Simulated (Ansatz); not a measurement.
# Si: a tetragonal deformation path

One table from this session's results is given with a row withheld; the runs are named, their logs left out.

Program: Ansatz 0.2.0. Level of theory: DFT PBEsol, scalar-relativistic, plane waves, PAW. These are calculated values, not measurements.

## Starting point

Symmetry: Fd-3m, No. 227, cubic system. Conventional cell: a = 5.431 Å, b = 5.431 Å, c = 5.431 Å, α = 90.00°, β = 90.00°, γ = 90.00°. Around Si (site symmetry -43m) lie 4 Si at 2.35 Å.

Structure file:

```
Si
1.0
     0.00000    2.71547    2.71547
     2.71547    0.00000    2.71547
     2.71547    2.71547    0.00000
Si
2
Cartesian
  2.7155 2.7155 2.7155
  4.0732 4.0732 4.0732
```

The cell is taken as given, not relaxed at this level.

Set-up of the first run:

At fixed volume and fractional coordinates, lengths along (0.000, 0.000, 1.000) are scaled against those across it; ρ is that ratio over its starting value.

The input, input.yaml:

```yaml
crystal:
  lattice:
    - [0.0, 3.048165462, 2.1550529816]
    - [3.048165462, 0.0, 2.1550529816]
    - [3.048165462, 3.048165462, 0.0]
  atoms:
    - { symbol: Si, position: [0.5, 0.5, 0.5] }
    - { symbol: Si, position: [0.75, 0.75, 0.75] }
basis:
  ecutwfc: 420
kpoints:
  mp_grid: { grid: [12, 12, 12] }
hamiltonian:
  xc: pbesol
scf:
  occupations: { method: gaussian, width: 0.05 }
output:
  forces: true
  stress: true
  eigenvalues: true
```

Steps of the session up to this table: Point ρ = 0.707; Point ρ = 1.414; ρ = 0.850; At ρ = 1.200; ρ = 0.780; Point ρ = 1.300; At ρ = 0.920; Point ρ = 1.100; ρ = 0.650; Point ρ = 1.500; ρ = 0.960; Point ρ = 1.050.

One of the session's tables, all rows but one given; the rest of the session is left out.

The scan, with free energies counted from the undisturbed cell:

| ρ | ΔE (meV/atom) | pressure (GPa) | gap on the mesh (eV) |
| --- | --- | --- | --- |
| 0.650 | 333.9 | -6.8 | 0.00 |
| 0.707 | 251.6 | -4.8 | 0.00 |
| 0.780 | 155.4 | -2.6 | 0.00 |
| 0.850 | 78.9 | -1.0 | 0.00 |
| 0.920 | 24.3 | -0.1 | 0.00 |
| 0.960 | ? | ? | ? |
| 1.000 | 0.0 | 0.1 | 0.46 |
| 1.050 | 9.9 | 0.1 | 0.20 |
| 1.100 | 39.4 | -0.1 | 0.00 |
| 1.200 | 153.2 | -1.0 | 0.00 |
| 1.300 | 321.4 | -1.9 | 0.00 |
| 1.414 | 505.9 | -3.7 | 0.00 |
| 1.500 | 599.2 | -5.4 | 0.00 |

**Question.** Estimate the row for ρ = 0.960.

Worked estimate for «ΔE (meV/atom)». A straight line through the neighbours (0.920, 24.3) and (1.000, 0.0) gives 24.3 + (0.0 − 24.3) × (0.960 − 0.920) / (1.000 − 0.920) = 12.2; a parabola fitted to 4 rows on both sides gives 6.7.

As computed: ΔE (meV/atom): 6.2; pressure (GPa): 0.1; gap on the mesh (eV): 0.04. In «ΔE (meV/atom)» the line misses by +6.0 and the parabola by +0.5.

Where the gap reads zero, the mesh chosen for the insulator is on the coarse side.
